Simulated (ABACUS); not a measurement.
# Bi (C2/m) in ABACUS: equation of state, part 2 of 2

ABACUS 3.10.1. The steps go on from the part before.

## (8) Equation of state, PBE, 36.07 Å³/atom (volume scaled by 1.06)

Contents of INPUT:

```
INPUT_PARAMETERS
suffix              Bi
calculation         scf
basis_type          pw
pseudo_dir          ./
symmetry            1
dft_functional      pbe
ecutwfc             66
pseudo_rcut         10
nspin               1
nbands              19
ks_solver           dav
smearing_method     fd
smearing_sigma      0.00367493
scf_thr             1e-08
scf_nmax            100
mixing_type         broyden
mixing_beta         0.7
cal_force           1
cal_stress          1
kpar                4
```

Contents of STRU:

```
ATOMIC_SPECIES
Bi 208.9804 Bi.upf

LATTICE_CONSTANT
1.8897261246

LATTICE_VECTORS
3.5570192531 -3.1940166960 0.0000000000
3.5570192531 3.1940166960 0.0000000000
-1.2849517653 0.0000000000 3.1746155033

ATOMIC_POSITIONS
Direct

Bi
0.0
2
0.7530610000 0.7530610000 0.8573820000 1 1 1
0.2469390000 0.2469390000 0.1426180000 1 1 1
```

Contents of KPT:

```
K_POINTS
0
Gamma
6 6 9 0 0 0
```

Potentials or basis: PseudoDojo NC SR 0.4.1 PBE standard, plane waves.

Command:

```console
OMP_NUM_THREADS=1 mpirun -np 4 abacus > log
```

running log:

```text
ABACUS v3.10.1

               Atomic-orbital Based Ab-initio Computation at UStc

 ------------------------------------------------------------------------------------

 READING GENERAL INFORMATION
                           global_out_dir = OUT.Bi/
                           global_in_card = INPUT
                               pseudo_dir = ./
                              orbital_dir =
                                    DSIZE = 4
                                    GSIZE = 1

 READING UNITCELL INFORMATION
                                    ntype = 1
                  lattice constant (Bohr) = 1.88973
              lattice constant (Angstrom) = 1

 READING ATOM TYPE 1
                               atom label = Bi
                      L=0, number of zeta = 1
                      L=1, number of zeta = 1
                      L=2, number of zeta = 1
             number of atom for this type = 2

                        TOTAL ATOM NUMBER = 2
DIRECT COORDINATES
    atom                   x                   y                   z     mag                  vx                  vy                  vz
taud_Bi1            0.7530610000        0.7530610000        0.8573820000  0.0000        0.0000000000        0.0000000000        0.0000000000
taud_Bi2            0.2469390000        0.2469390000        0.1426180000  0.0000        0.0000000000        0.0000000000        0.0000000000

                          Volume (Bohr^3) = 486.789
                             Volume (A^3) = 72.1347

 Lattice vectors: (Cartesian coordinate: in unit of a_0)
             +3.55702            -3.19402                  +0
             +3.55702            +3.19402                  +0
             -1.28495                  +0            +3.17462
 Reciprocal vectors: (Cartesian coordinate: in unit of 2 pi/a_0)
            +0.140567           -0.156543          +0.0568957
            +0.140567           +0.156543          +0.0568957
                   -0                  -0           +0.314999
 The esolver type has been set to : ksdft_pw

                PAO radial cut off (Bohr) = 10

 Read in pseudopotential file is Bi.upf
[... 203 lines left out ...]
 SELF-CONSISTENT
 -------------------------------------------
                                 init_chg = atomic

 PW ALGORITHM --------------- ION=   1  ELEC=   1--------------------------------

 Notice: Threshold on eigenvalues was too large.
 hsover_error=0.3 > DRHO=0.00407198
 Origin diag ethr = 0.01
 New diag ethr = 1.35733e-05

 Density error is 0.00391073190279
                          Error Threshold = 1.3573252124e-05
----------------------------------------------------------
     Energy           Rydberg                 eV
----------------------------------------------------------
 E_KohnSham     -328.1965142973      -4465.3426581815
 E_Harris       -328.7436507817      -4472.7868319536
 E_Fermi        0.7042948357         9.5824228372
----------------------------------------------------------
[... 51 lines left out ...]
 Density error is 1.62328525152e-09
                          Error Threshold = 1.44250520437e-10
----------------------------------------------------------
     Energy           Rydberg                 eV
----------------------------------------------------------
 E_KohnSham     -328.1969590299      -4465.3487090789
 E_KS(sigma->0) -328.1966357978      -4465.3443112811
 E_Harris       -328.1967007463      -4465.3451949511
 E_band         -16.4156845137       -223.3468459571
 E_one_elec     -104.9913486022      -1428.4805816936
 E_Hartree      69.2576832273        942.2991221697
 E_xc           -86.5438512035       -1177.4895032311
 E_Ewald        -205.9187959874      -2801.6689507282
 E_entropy(-TS) -0.0006464641        -0.0087955957
 E_descf        0.0000000000         0.0000000000
 E_exx          0.0000000000         0.0000000000
 E_Fermi        0.7006057636         9.5322304368
----------------------------------------------------------

 charge density convergence is achieved
 final etot is -4465.3487091 eV
 EFERMI = 9.5322304368 eV

 STATE ENERGY(eV) AND OCCUPATIONS    NSPIN == 1
 1/25 kpoint (Cartesian) = 0.0000 0.0000 0.0000 (4421 pws)
       1       -13.3559     0.00617284
       2       -13.3317     0.00617284
       3       -13.2937     0.00617284
       4       -13.2757     0.00617284
       5       -13.2102     0.00617284
       6       -13.1888     0.00617284
[... 104 lines left out ...]
       6       -13.1936      0.0246914
[... 11 lines left out ...]
      18        13.8277    1.20940e-39
      19        15.4814    5.23066e-54

[... levels at 19 further k points ...]

------------------------------------------------------------------------------------------
 TOTAL-FORCE (eV/Angstrom)
------------------------------------------------------------------------------------------
                       Bi1         0.0963977251         0.0000000000         0.0584187849
                       Bi2        -0.0963977251         0.0000000000        -0.0584187849
------------------------------------------------------------------------------------------

----------------------------------------------------------------
 TOTAL-STRESS (KBAR)
----------------------------------------------------------------
       -23.9655953000        -0.0000000000        -2.5829831475
         0.0000000000       -31.1900006774         0.0000000000
        -2.5829831475        -0.0000000000       -18.5151605955
----------------------------------------------------------------
 TOTAL-PRESSURE: -24.556919 KBAR

 --------------------------------------------
 !FINAL_ETOT_IS -4465.3487090788885325 eV
 --------------------------------------------
```

stdout:

```text
ABACUS v3.10.1

               Atomic-orbital Based Ab-initio Computation at UStc

%%%%%%%%%%%%%%%%%%%%%%%%%%%%%%%%%%%%%%%%%%%%%%%%%%%%%%%%%%%%%%%%%%%%%%%%%%%%%%%%%%%%%%%%%%%%%%%%%%%%%%%%%
 Warning: the number of valence electrons in pseudopotential > 5 for Bi: [Xe] 4f14 5d10 6s2 6p3
[... 31 lines left out ...]
 TOTAL-STRESS (KBAR)
----------------------------------------------------------------
       -23.9655953000        -0.0000000000        -2.5829831475
         0.0000000000       -31.1900006774         0.0000000000
        -2.5829831475        -0.0000000000       -18.5151605955
----------------------------------------------------------------
 TOTAL-PRESSURE: -24.556919 KBAR
```

Wall time 11 s (4 MPI ranks of AMD EPYC 9R45 (Zen 5), shared host); peak memory 0.52 GiB.

What came out:

| Property | Result |
| --- | --- |
| Free energy | -4465.3487 eV |
| Pressure | -2.5 GPa |
| Largest force | 0.113 eV/Å |
| Band gap on the k mesh | none (metal or under the smearing width) |

Caveat: spin-orbit coupling is left out, which moves the levels of the heavy elements.

## (9) Equation of state, PBE

Potentials or basis: PseudoDojo NC SR 0.4.1 PBE standard, plane waves.

This step only gathers the single runs of the series.

Results:

```
Equilibrium volume                        : 34.07 Å³/atom
Bulk modulus at fixed shape and positions : 48 GPa
Pressure derivative of the bulk modulus   : 4.7
```

Energy against volume, from the lowest point:
```tsv
volume (Å³/atom)	energy (meV/atom)
31.984	21.76
32.665	9.49
33.345	2.43
34.026	0.00
34.706	1.72
35.387	7.14
36.067	15.86
```

Caveat: the cell was scaled at fixed shape and fractional positions, which overstates the stiffness of a crystal with free parameters, most of all of layers and chains; spin-orbit coupling is left out, which moves the levels of the heavy elements.
